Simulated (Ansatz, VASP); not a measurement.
## Hf in VASP and in Ansatz

```
Hf
1.0
     3.19670    0.00000    0.00000
    -1.59835    2.76842    0.00000
     0.00000    0.00000    5.05780
Hf
2
Cartesian
  1.5984 0.9228 3.7934
  0.0000 1.8456 1.2645
```

Alike in both runs: task band structure; functional RPBE; k mesh 10 × 10 × 5; occupations fermi-dirac, width 0.05 eV; no spin polarisation.

|  | VASP | Ansatz |
| --- | --- | --- |
| version | VASP 6.6.1 | Ansatz 0.2.0 |
| potentials or method | VASP PAW PBE potentials, release 64 (Hf_pv) | Ansatz PAW |
| plane-wave cutoff (eV) | 520 | 420 |
| valence electrons in the cell | 20 | 52 |

Ansatz gave:

```
gap on the k mesh at the Fermi level (eV)       : none
pressure (GPa)                                  : 3.5
largest component of the traceless stress (GPa) : 0.23
```

Question: Estimate VASP's values.

Answer: gap on the k mesh at the Fermi level (eV): none; pressure (GPa): 3.0; largest component of the traceless stress (GPa): 0.29.

A gap of «none» marks a metal or a gap that the smearing closes. The two sets of potentials don't hold the same shells in valence.

Caveats: spin-orbit coupling is left out, which moves the levels of the heavy elements; the PAW data sets were made with another functional, which shifts forces and pressure a little (VASP); the PAW data sets come from PBE, with cores solved anew for the run's functional, which leaves a small shift of forces and pressure (Ansatz).
